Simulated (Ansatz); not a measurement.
Set up this calculation in Ansatz 0.2.0, as the native input.

```
Task                : single point
Functional          : PBE
Potentials or basis : Ansatz PAW
Cutoff              : 420 eV (not typed: the program's choice for these potentials)
k mesh              : 12 × 12 × 12
Occupations         : fermi-dirac, width 0.05 eV
Spin                : no spin polarisation
```

Pt:

```xyz
1
Lattice="0.0000 1.8825 1.9609 1.8825 0.0000 1.9609 1.8825 1.8825 0.0000" Properties=species:S:1:pos:R:3 pbc="T T T"
Pt    0.0000    0.0000    0.0000
```

The cell isn't the ideal one: strained by -4 %.

These files were run (other wordings do the same):

input.yaml

```yaml
crystal:
  lattice:
    - [0.0, 1.882464, 1.9609]
    - [1.882464, 0.0, 1.9609]
    - [1.882464, 1.882464, 0.0]
  atoms:
    - { symbol: Pt, position: [0.0, 0.0, 0.0] }
hamiltonian:
  xc: pbe
  pseudopotentials: { kind: paw }
kpoints:
  mp_grid: { grid: [12, 12, 12] }
scf:
  occupations: { method: fermi_dirac, width: 0.05 }
output:
  forces: true
  stress: true
  eigenvalues: true
  write_density: true
  write_potential: true
  elf: true
  volumetric_format: npy
```

Potentials or basis: Ansatz PAW.

The run is started by

```sh
$ ansatz run input.yaml --threads 2 --pin off --max-ram 5632MiB --backend cpu --events-out ev --progress --plain --runs-dir out
```

Results of the run:

- Pressure: 40.8 GPa
- Band gap on the k mesh: none (metal or under the smearing width)

Run time: 1.8 s on 2 threads of Intel(R) Xeon(R) Processor @ 2.70GHz, on a shared host, peak memory 0.32 GiB.
